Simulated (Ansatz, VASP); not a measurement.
## One calculation of NbH2, two programs

```
CELL_PARAMETERS angstrom
2.73318 0.00000 0.00000
0.00000 2.73318 0.00000
0.00000 0.00000 26.08150
ATOMIC_POSITIONS crystal
Nb 0.50000 0.50000 0.33280
H 0.00000 0.50000 0.28276
H 0.50000 0.00000 0.28276
```

Alike in both runs: functional PBE; k mesh 16 × 16 × 1; occupations gaussian, width 0.1 eV; no spin polarisation.

Ansatz relaxed the structure, and its values are those at the end. VASP's run is a single point on that final structure, the one shown.

|  | VASP | Ansatz |
| --- | --- | --- |
| version | VASP 6.6.1 | Ansatz 0.2.0 |
| potentials or method | VASP PAW PBE potentials, release 64 (Nb_sv, H) | scalar-relativistic, plane waves, PAW |
| plane-wave cutoff (eV) | 520 | 420 |
| valence electrons in the cell | 15 | 15 |

|  | VASP | Ansatz | Ansatz less VASP |
| --- | --- | --- | --- |
| gap on the k mesh at the Fermi level (eV) | none | none | - |
| rms of the force components (eV/Å) | 0.003 | 0.001 | -0.0017 |

A gap of «none» marks a metal or a gap that the smearing closes. The functional is the same, so the differences come from potentials, cutoffs and numerics. Ansatz warned: «xc_potential_rough_in_thin_density».
